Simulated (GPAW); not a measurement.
Crystal: TaN.

```
Ta N
1.0
     0.00000    2.21132    2.21132
     2.21132    0.00000    2.21132
     2.21132    2.21132    0.00000
Ta N
1 1
Cartesian
  2.2113 2.2113 2.2113
  0.0000 0.0000 0.0000
```

The cell comes from a database or a generator and needn't be the stable form of this composition.

```yaml
Program: GPAW 26.7.0
Task: single point
Functional: PBEsol
Potentials_or_basis: PAW data sets generated in the run's folder for this functional
Cutoff: 800 eV
Basis: pw
k_mesh: 10 × 10 × 10
Occupations: fermi-dirac, width 0.05 eV
Spin: no spin polarisation
```

On this cell: pressure -11.1 GPa; largest force zero by symmetry; band gap on the k mesh none (metal or under the smearing width).

The same run follows on a disturbed copy (atoms moved at random, drawn with an rms of 0.05 Å):

```xyz
2
Lattice="0.0000 2.2113 2.2113 2.2113 0.0000 2.2113 2.2113 2.2113 0.0000" Properties=species:S:1:pos:R:3 pbc="T T T"
Ta    2.2405    2.3053    2.2063
N     0.0022    0.0062   -0.0610
```

What does the disturbed cell give?

The energy (extrapolated to zero smearing) moves by +20.1 meV/atom; pressure -9.3 GPa; largest force 0.801 eV/Å; band gap on the k mesh none (metal or under the smearing width).

Forces in eV/Å, atoms in the order of the input:
```
Ta  -0.200 -0.650 -0.424
N    0.200  0.650  0.424
```

Stress tensor (GPa, compression positive):
```
-10.42  -0.17  -0.07
 -0.17  -7.90  -0.29
 -0.07  -0.29  -9.53
```
